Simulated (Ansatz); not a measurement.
The reference is CsPbI$_{3}$ in the cubic perovskite structure (space group Pm-3m, No. 221; a = 6.333 Å). Axes: x, y, z lie along the cube axes.

Method: r2SCAN (Ansatz, an electronic-structure program), without spin-orbit coupling.

Base values:

The band gap is 1.70 eV.

One thing is altered: biaxial strain −0.30 %, plane normal [110], relaxed out of plane (Cartesian); in-plane vectors clamped, the third vector and the atoms free.

### Question
How does this affect the in-plane stress?

### Answer
The mean in-plane stress (compression positive) is +0.1 GPa.

### Question
What happens to the band gap?

### Answer
The band gap decreases by 0.02 eV (1.70 eV → 1.68 eV).

### Question
Predict the new out-of-plane strain.

### Answer
The out-of-plane strain comes out as +0.26 %.

Spin-orbit coupling, missing from the scalar runs, can matter with I and Pb. Whether these cells are dynamically stable was not tested. Many cubic perovskites are stable only at high temperature; tilts and polar distortions were not tested. This is not the structure that CsPbI3 has at room temperature and ambient pressure.
